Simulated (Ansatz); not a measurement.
# WS2 (Fm-3m) in Ansatz: a series of runs

One crystal, WS2, is run at these levels: PBE+U; tasks: single point.

All numbers are computed with Ansatz 0.2.0; they aren't measurements. Logs are shortened: lines on timing, memory, paths and dates and some standing lists are left out, and cuts for length are marked.

**1. The structure**

Symmetry: Fm-3m, No. 225, cubic system. The conventional cell has a = 6.016 Å, b = 6.016 Å, c = 6.016 Å, α = 90.00°, β = 90.00°, γ = 90.00°. W (site symmetry m-3m) has 8 S at 2.60 Å as nearest neighbours. S (site symmetry -43m) has 4 W at 2.60 Å as nearest neighbours.

Measurements of this composition are mostly on another form, of space group No. 194.

**2. Single point, PBE+U, collinear spin, ferromagnetic start**

Input file input.yaml:

```yaml
crystal:
  lattice:
    - [0.0, 3.00793522, 3.00793522]
    - [3.00793522, 0.0, 3.00793522]
    - [3.00793522, 3.00793522, 0.0]
  atoms:
    - { symbol: W, position: [0.0, 0.0, 0.0], spin: 0.5 }
    - { symbol: S, position: [0.25, 0.25, 0.25] }
    - { symbol: S, position: [0.75, 0.75, 0.75] }
hamiltonian:
  xc: pbe
  pseudopotentials: { kind: paw }
  hubbard: { sites: [{ species: W, l: d, u_eff: 4.0 }] }
magnetization:
  spin_polarized: true
kpoints:
  mp_grid: { grid: [6, 6, 6] }
scf:
  occupations: { method: gaussian, width: 0.05 }
output:
  forces: true
  stress: true
  eigenvalues: true
```

Potentials or basis: Ansatz PAW.

On the command line:

```console
ansatz run input.yaml --threads 2 --pin off --max-ram 5632MiB --backend cpu --events-out ev --progress --plain --runs-dir out
```

Log:

```text
Warning: RAYON_NUM_THREADS=2 ignored (pool sized by the plan → 2); use --threads N
W: projections on atomic orbitals take those of the free atom [Kr 4d10 4f14] 5s2 5p6 5d4 6s2, of charge +0.00 (hamiltonian.pseudopotentials.projection_atoms); the dataset's partial waves leave at most 6.5e-5 of an orbital's norm unspanned inside its sphere
S: projections on atomic orbitals take those of the free atom [Ne] 3s2 3p4, of charge +0.00 (hamiltonian.pseudopotentials.projection_atoms); the dataset's partial waves leave at most 1.6e-7 of an orbital's norm unspanned inside its sphere
Engine: ansatz 0.2.0, aarch64-unknown-linux-gnu
Pseudopotentials: kind: paw
Pseudopotential: W, paw, valence charge 14, recommended cutoff 420 eV (normal), W.paw.azcp
Pseudopotential: S, paw, valence charge 6, recommended cutoff 420 eV (normal), S.paw.azcp
Functional definition: PBE
  parameter kappa = 0.804
  parameter beta = 0.06672455060314922
  exchange = pbe_x(kappa = kappa, mu = beta*pi^2/3)
  correlation = pbe_c(beta = beta)
Crystal: 3 atoms, lattice volume = 54.430 Å³
Basis set: ecut = 420 eV, 1067 PW (Γ), exchange–correlation on 60×60×60 points (8 copies of the dense FFT grid, shifted against one another)
Bands: 18, of which v1, the nominal top of the filled ones, is band 13 counted from 1 (12 counted from 0)
Symmetry: 48 space group operations
Space group: Fm-3m (ITA 225), of the structure as read, at distance tolerance 3.8e-5 Å
Magnetic group: BNS 225.116 (UNI 1618), of the structure as read, at distance tolerance 3.8e-5 Å
k-points: 16 of 216
Non-local potential: W, projectors of the file, l = 0: 3, l = 1: 2, l = 2: 2, l = 3: 1
Non-local potential: S, projectors of the file, l = 0: 2, l = 1: 2, l = 2: 2
PAW form: soft (Blöchl's): semilocal exchange-correlation on the pseudo side does not see the compensation charge
PAW one-centre angular grid: W, 590 points (default); XC on 64 Gauss nodes
PAW one-centre angular grid: S, 110 points (default); XC on 64 Gauss nodes
Initial density: superposition of atomic densities (chi_scale 0.1, normalization cell)
Starting moments: Σ|m| = 0.5 μB on 1 of 3 sites
Initial wavefunctions: pseudopotential atomic-orbital guess
Functional: x = pbe(κ = 0.804, μ = 0.2195149727645171), c = pbe(β = 0.06672455060314922)
SCF iter   1: F=—  HF=-12184.401171 eV  |F-HF|=—  |Δ(HF+E_count)|=         —  Δρ=3.97e-2 (↑2.87e-2 ↓3.97e-2)  dr2=3.04e0  dr2_m=1.47e-1  M=1.338 μB ∫|m|=1.364 μB  β_m=1.00  ethr=3.10e-3  ⟨swp⟩=5.8  Hψ=3142  notcnv=0
preconditioner: auto → Kerker (q_TF=auto, 2.412 Å⁻¹)  [metal: Δε(μ)=0.046 eV  Ē_g=8.948 eV  σ=0.050 eV  W_gap=0.48  n_scr=14 (ndim 8)  ℏωp=21.4 eV  f_vac=0.000  D(μ)=2.95/eV (n_scr^D=26)]
spin=Collinear: Kerker preconditioning applied to the charge; magnetization (m = ρ↑ − ρ↓) channel mixes plain (no charge-response kernel on spin).
SCF iter   2: F=—  HF=-12184.630719 eV  |F-HF|=—  |Δ(HF+E_count)|=   2.30e-1  Δρ=2.70e-2 (↑1.95e-2 ↓2.70e-2)  dr2=8.04e-1  dr2_m=1.14e-1  M=1.968 μB ∫|m|=2.076 μB  β_m=1.00  ethr=3.10e-3  ⟨swp⟩=2.6  Hψ=1159  notcnv=0  defer=12
preconditioner: auto → none  [insulator: Δε(μ)=0.096 eV  Ē_g=8.832 eV  σ=0.050 eV  W_gap=0.58  n_scr=14 (ndim 8)  ℏωp=21.4 eV  f_vac=0.000  D(μ)=0.47/eV (n_scr^D=0)  ε∞_Penn≈6.8]
SCF iter   3: F=—  HF=-12185.039672 eV  |F-HF|=—  |Δ(HF+E_count)|=   4.09e-1  Δρ=8.67e-3 (↑7.80e-3 ↓8.67e-3)  dr2=7.79e-2  dr2_m=8.42e-3  M=1.972 μB ∫|m|=2.250 μB  β_m=1.00  ethr=3.09e-3  ⟨swp⟩=2.4  Hψ=950  notcnv=0  defer=11
SCF iter   4: F=—  HF=-12185.291141 eV  |F-HF|=—  |Δ(HF+E_count)|=   2.51e-1  Δρ=3.18e-3 (↑3.18e-3 ↓1.70e-3)  dr2=5.40e-3  dr2_m=1.99e-3  M=1.973 μB ∫|m|=2.355 μB  β_m=1.00  ethr=3.00e-4  ⟨swp⟩=2.8  Hψ=1071  notcnv=0  defer=11
SCF iter   5: F=—  HF=-12185.424680 eV  |F-HF|=—  |Δ(HF+E_count)|=   1.34e-1  Δρ=1.26e-3 (↑1.26e-3 ↓1.02e-3)  dr2=4.03e-4  dr2_m=4.83e-4  M=1.974 μB ∫|m|=2.413 μB  β_m=0.30  ethr=2.08e-5  ⟨swp⟩=2.3  Hψ=995  notcnv=0  defer=11
Mixer restart at iter 5: flushing history
spin-set hold released at iteration 5 (site moments contracting): the magnetisation degrees of freedom join the quasi-Newton model from the next iteration; the mixer history was flushed
SCF iter   6: F=—  HF=-12185.493865 eV  |F-HF|=—  |Δ(HF+E_count)|=   6.92e-2  Δρ=1.38e-3 (↑1.38e-3 ↓9.61e-4)  dr2=4.08e-4  dr2_m=5.87e-4  M=1.974 μB ∫|m|=2.434 μB  β_m=0.65  ethr=1.55e-6  ⟨swp⟩=2.3  Hψ=915  notcnv=0  defer=11
SCF iter   7: F=—  HF=-12185.568846 eV  |F-HF|=—  |Δ(HF+E_count)|=   7.50e-2  Δρ=1.30e-3 (↑3.26e-4 ↓1.30e-3)  dr2=2.59e-3  dr2_m=1.58e-4  M=1.980 μB ∫|m|=2.503 μB  β_m=0.55  ethr=1.55e-6  ⟨swp⟩=3.0  Hψ=1185  notcnv=0  defer=11
SCF iter   8: F=—  HF=-12185.568456 eV  |F-HF|=—  |Δ(HF+E_count)|=   3.90e-4  Δρ=8.37e-4 (↑8.37e-4 ↓4.49e-4)  dr2=1.87e-4  dr2_m=2.04e-4  M=1.977 μB ∫|m|=2.511 μB  β_m=0.68  ethr=1.55e-6  ⟨swp⟩=2.0  Hψ=1060  notcnv=0  defer=11
SCF iter   9: F=—  HF=-12185.568740 eV  |F-HF|=—  |Δ(HF+E_count)|=   2.84e-4  Δρ=3.94e-4 (↑3.94e-4 ↓3.08e-4)  dr2=1.03e-5  dr2_m=6.12e-5  M=1.978 μB ∫|m|=2.525 μB  β_m=0.84  ethr=7.21e-7  ⟨swp⟩=2.0  Hψ=876  notcnv=0  defer=11
SCF iter  10: F=—  HF=-12185.568924 eV  |F-HF|=—  |Δ(HF+E_count)|=   1.83e-4  Δρ=9.08e-5 (↑9.08e-5 ↓5.96e-5)  dr2=1.16e-6  dr2_m=2.81e-6  M=1.978 μB ∫|m|=2.544 μB  β_m=0.92  ethr=3.95e-8  ⟨swp⟩=3.0  Hψ=1126  notcnv=0  defer=11
SCF iter  11: F=—  HF=-12185.568935 eV  |F-HF|=—  |Δ(HF+E_count)|=   1.12e-5  Δρ=1.09e-5 (↑1.09e-5 ↓6.30e-6)  dr2=1.00e-7  dr2_m=2.11e-8  M=1.978 μB ∫|m|=2.550 μB  β_m=0.84  ethr=4.46e-9  ⟨swp⟩=2.8  Hψ=1107  notcnv=0  defer=11
SCF iter  12: F=-12185.568935 eV  HF=-12185.568935 eV  |F-HF|=1.86e-9  |Δ(HF+E_count)|=   2.76e-8  Δρ=1.80e-6 (↑1.01e-6 ↓1.80e-6)  dr2=1.22e-9  dr2_m=8.01e-10  M=1.978 μB ∫|m|=2.550 μB  ethr=3.85e-10  ⟨swp⟩=7.0  Hψ=2548  notcnv=0
SCF 1 converged in 12 iterations: F = -12185.568935 eV  dr2 = 1.22e-9
SCF converged after 12 iterations
Magnetization: 1.9783 μB (13.9891 up, 12.0109 down)
Absolute magnetization: 2.5503 μB (∫|ρ↑−ρ↓|, with the PAW one-centre terms)
Spin contamination: 0.0787 ħ² per cell (⟨S²⟩ above its minimum at these occupations)
Per-site moments (μB) at R_I (Å): [(1.5523107322339633, 1.074541179301398), (-0.12100698826812645, 1.074541179301398), (-0.1210069882681264, 1.074541179301398)]
Free energy (F): -12185.568935 eV
Harris-Foulkes:  -12185.568935 eV  (|F-HF|=1.86e-9)
Internal energy: -12185.568646 eV  (E = F + TS)
E sigma→0 (E₀):  -12185.568790 eV
Entropy (-TS):   -0.000289 eV (-0.096 meV/atom)
Fermi energy:    12.304402 eV
--- Per-component energies (eV) ---
  E_band       = -185.216265
  E_kinetic    = 663.532795
  E_local      = -1243.487519  (includes V_loc(G=0)·N_el)
  E_nonlocal   = 58.407886
  E_hartree    = 443.669228
  E_xc         = -460.731269
  E_vxc        = -413.178148  (∫ρ·V_xc dr)
  E_hubbard    = 3.248365  (on-site DFT+U / exact-exchange correction)
  E_vhub       = -2.569237  (the Hubbard potential's part of the band-sum identity)
  E_paw        = -9763.260619  (= ΣΔE_a)
  E_vpaw       = -135.261036  (= ΣTr[D̂ρ^β])
  E_aug_tail   = -0.000061  (compensation charges beyond the density's cutoff)
  E_ewald      = -1886.947453
  E_smearing   = -0.000289  (= −TS)
  E_closure    = 0.000000  (closes the sum)
  Σ components = -12185.568935   (vs F -12185.568935, Δ=0.00e0)
--- Forces (eV/Å), atoms counted from 1 ---
  atom   1  W     -0.00000000     0.00000000    -0.00000000
  atom   2  S      0.00000000     0.00000000     0.00000000
  atom   3  S     -0.00000000     0.00000000     0.00000000
  max |Σ_I F_I| component: 4.63e-17 eV/Å
--- Stress (GPa, compression-positive) ---
        0.060403       0.000000       0.000000
       -0.000000       0.060403       0.000000
        0.000000       0.000000       0.060403
  P = ⅓ Tr σ = 0.0604 GPa (0.604 kbar)
--- Band table (eV; the first three rows and the last of 32) ---
  k-point 0 ↑: bands = ["-63.5758", "-27.8940", "-27.8940", "-27.8940", "-3.6369", "0.7815", "5.5286", "5.5286", "5.5286", "7.9100", "7.9100", "10.8909", "10.8909", "10.8909", "15.5945", "15.5945", "15.5945", "15.8610"]
  k-point 1 ↑: bands = ["-63.5757", "-27.8985", "-27.8947", "-27.8947", "-3.3629", "0.2755", "5.7052", "5.7052", "6.3391", "7.6795", "7.6795", "9.7209", "10.8656", "10.8656", "13.6861", "14.8752", "14.8752", "16.6019"]
  k-point 2 ↑: bands = ["-63.5756", "-27.9076", "-27.8961", "-27.8961", "-2.6423", "-0.6380", "5.9483", "5.9483", "7.6202", "7.7394", "7.7394", "8.0623", "10.0655", "10.0655", "12.7147", "14.8869", "14.8869", "17.4083"]
  k-point 15 ↓: bands = ["-62.7281", "-26.7588", "-26.7524", "-26.7493", "-1.6226", "-1.2109", "4.7214", "5.9710", "7.2755", "8.7530", "9.6077", "11.9202", "13.2628", "14.1719", "14.3666", "14.5821", "15.6740", "17.7814"]
Occupation matrices written to <dir>
```

Wall time 1.8 s (2 threads of Arm Neoverse V2, shared host); peak memory 0.33 GiB.

Results:

```
Free energy            : -12185.5689 eV
Pressure               : 0.1 GPa
Band gap on the k mesh : none (metal or under the smearing width)
Net moment             : 1.98 μB per cell
Absolute moment        : 2.55 μB per cell
Site moments           : W +1.55; S -0.12 μB
```

Eigenvalues of the final occupation matrices:
```
  site  spin  trace               eigenvalues
site 1     1   3.37  0.48 0.48 0.48 0.96 0.96
site 1     2   1.16  0.07 0.07 0.34 0.34 0.34
```

Caveat: the magnetic or orbital state may not be the lowest. The state reached can hang on the start; a lower one may exist.

**3. Single point, PBE+U, collinear spin, program default start**

Edit input.yaml of step 2 so:

```diff
@@ -6,3 +6,3 @@
   atoms:
-    - { symbol: W, position: [0.0, 0.0, 0.0], spin: 0.5 }
+    - { symbol: W, position: [0.0, 0.0, 0.0] }
     - { symbol: S, position: [0.25, 0.25, 0.25] }
```

Potentials or basis: Ansatz PAW.

On the command line:

```console
ansatz run input.yaml --threads 2 --pin off --max-ram 5632MiB --backend cpu --events-out ev --progress --plain --runs-dir out
```

Log:

```text
Warning: RAYON_NUM_THREADS=2 ignored (pool sized by the plan → 2); use --threads N
W: projections on atomic orbitals take those of the free atom [Kr 4d10 4f14] 5s2 5p6 5d4 6s2, of charge +0.00 (hamiltonian.pseudopotentials.projection_atoms); the dataset's partial waves leave at most 6.5e-5 of an orbital's norm unspanned inside its sphere
S: projections on atomic orbitals take those of the free atom [Ne] 3s2 3p4, of charge +0.00 (hamiltonian.pseudopotentials.projection_atoms); the dataset's partial waves leave at most 1.6e-7 of an orbital's norm unspanned inside its sphere
band count auto-derived: 19 (N_el = 26.0; filled up to band 13; 17 by the electrons, moments and atoms)
[... 9 set-up lines as earlier in the session ...]
Crystal: 3 atoms, lattice volume = 54.430 Å³
Basis set: ecut = 420 eV, 1067 PW (Γ), exchange–correlation on 60×60×60 points (8 copies of the dense FFT grid, shifted against one another)
Bands: 19, of which v1, the nominal top of the filled ones, is band 13 counted from 1 (12 counted from 0)
[... 2 set-up lines as earlier in the session ...]
k-points: 16 of 216
[... 5 set-up lines as earlier in the session ...]
Initial density: superposition of atomic densities (chi_scale 0.1, normalization cell, long waves kept (reshape's long-wave potential 0.00 eV rms))
[... 2 set-up lines as earlier in the session ...]
SCF iter   1: F=—  HF=-12183.976437 eV  |F-HF|=—  |Δ(HF+E_count)|=         —  Δρ=2.46e-2 (↑2.46e-2 ↓2.46e-2)  dr2=1.76e0  dr2_m=0.00e0  M=0.000 μB ∫|m|=0.000 μB  β_m=0.30  ethr=3.10e-3  ⟨swp⟩=5.9  Hψ=1675  notcnv=0
preconditioner: auto → Kerker (q_TF=auto, 2.412 Å⁻¹)  [metal: Δε(μ)=0.025 eV  Ē_g=9.436 eV  σ=0.050 eV  W_gap=0.27  n_scr=14 (ndim 8)  ℏωp=21.4 eV  f_vac=0.000  D(μ)=6.81/eV (n_scr^D=112)]
spin=Collinear: Kerker preconditioning applied to the charge; magnetization (m = ρ↑ − ρ↓) channel mixes plain (no charge-response kernel on spin).
SCF iter   2: F=—  HF=-12182.380616 eV  |F-HF|=—  |Δ(HF+E_count)|=    1.60e0  Δρ=4.55e-2 (↑4.46e-2 ↓4.55e-2)  dr2=2.34e-1  dr2_m=9.36e-1  M=2.698 μB ∫|m|=2.698 μB  ethr=3.10e-3  ⟨swp⟩=2.0  Hψ=500  notcnv=0  defer=12
Mixer restart at iter 2: flushing history
SCF iter   3: F=—  HF=-12183.954732 eV  |F-HF|=—  |Δ(HF+E_count)|=         —  Δρ=1.95e-2 (↑1.82e-2 ↓1.95e-2)  dr2=4.79e-1  dr2_m=5.31e-2  M=2.000 μB ∫|m|=2.013 μB  β_m=0.30  ethr=8.99e-4  ⟨swp⟩=3.8  Hψ=1802  notcnv=0  defer=24
[... 15 lines left out ...]
Absolute magnetization: 2.5503 μB (∫|ρ↑−ρ↓|, with the PAW one-centre terms)
Spin contamination: 0.0787 ħ² per cell (⟨S²⟩ above its minimum at these occupations)
Per-site moments (μB) at R_I (Å): [(1.5522973595141276, 1.074541179301398), (-0.12099676506182608, 1.074541179301398), (-0.12099676506182615, 1.074541179301398)]
Free energy (F): -12185.568935 eV
Harris-Foulkes:  -12185.568935 eV  (|F-HF|=4.00e-11)
Internal energy: -12185.568646 eV  (E = F + TS)
E sigma→0 (E₀):  -12185.568790 eV
Entropy (-TS):   -0.000289 eV (-0.096 meV/atom)
Fermi energy:    12.304342 eV
--- Per-component energies (eV) ---
  E_band       = -185.216780
  E_kinetic    = 663.532898
  E_local      = -1243.487699  (includes V_loc(G=0)·N_el)
  E_nonlocal   = 58.407953
  E_hartree    = 443.669276
  E_xc         = -460.731295
  E_vxc        = -413.178172  (∫ρ·V_xc dr)
  E_hubbard    = 3.248375  (on-site DFT+U / exact-exchange correction)
  E_vhub       = -2.569183  (the Hubbard potential's part of the band-sum identity)
  E_paw        = -9763.260639  (= ΣΔE_a)
  E_vpaw       = -135.261062  (= ΣTr[D̂ρ^β])
  E_aug_tail   = -0.000061  (compensation charges beyond the density's cutoff)
  E_ewald      = -1886.947453
  E_smearing   = -0.000289  (= −TS)
  E_closure    = -0.000000  (closes the sum)
  Σ components = -12185.568935   (vs F -12185.568935, Δ=0.00e0)
--- Forces (eV/Å), atoms counted from 1 ---
  atom   1  W     -0.00000000     0.00000000     0.00000000
  atom   2  S      0.00000000     0.00000000     0.00000000
  atom   3  S      0.00000000     0.00000000     0.00000000
  max |Σ_I F_I| component: 3.70e-17 eV/Å
--- Stress (GPa, compression-positive) ---
        0.060177       0.000000       0.000000
       -0.000000       0.060177       0.000000
        0.000000       0.000000       0.060177
  P = ⅓ Tr σ = 0.0602 GPa (0.602 kbar)
--- Band table (eV; the first three rows and the last of 32) ---
  k-point 0 ↑: bands = ["-63.5758", "-27.8941", "-27.8941", "-27.8941", "-3.6369", "0.7814", "5.5286", "5.5286", "5.5286", "7.9100", "7.9100", "10.8909", "10.8909", "10.8909", "15.5945", "15.5945", "15.5945", "15.8610", "15.9100"]
  k-point 1 ↑: bands = ["-63.5757", "-27.8986", "-27.8948", "-27.8948", "-3.3629", "0.2755", "5.7052", "5.7052", "6.3391", "7.6795", "7.6795", "9.7209", "10.8656", "10.8656", "13.6861", "14.8753", "14.8753", "16.6019", "17.1460"]
  k-point 2 ↑: bands = ["-63.5756", "-27.9076", "-27.8961", "-27.8961", "-2.6423", "-0.6380", "5.9483", "5.9483", "7.6202", "7.7394", "7.7394", "8.0623", "10.0655", "10.0655", "12.7147", "14.8869", "14.8869", "17.4083", "18.8794"]
  k-point 15 ↓: bands = ["-62.7282", "-26.7588", "-26.7524", "-26.7494", "-1.6226", "-1.2109", "4.7214", "5.9710", "7.2755", "8.7530", "9.6077", "11.9202", "13.2627", "14.1719", "14.3665", "14.5820", "15.6740", "17.7813", "19.2398"]
Occupation matrices written to <dir>
```

It took 1.8 s on 2 threads of Arm Neoverse V2, shared host; peak memory 0.33 GiB.

What came out:

```
Free energy            : -12185.5689 eV
Pressure               : 0.1 GPa
Band gap on the k mesh : none (metal or under the smearing width)
Net moment             : 1.98 μB per cell
Absolute moment        : 2.55 μB per cell
Site moments           : W +1.55; S -0.12 μB
```

Eigenvalues of the final occupation matrices:
```tsv
site	spin	trace	eigenvalues
site 1	1	3.37	0.48 0.48 0.48 0.96 0.96
site 1	2	1.16	0.07 0.07 0.34 0.34 0.34
```

Caveat: the magnetic or orbital state may not be the lowest. Spin-orbit coupling is left out, which matters for the levels of W.
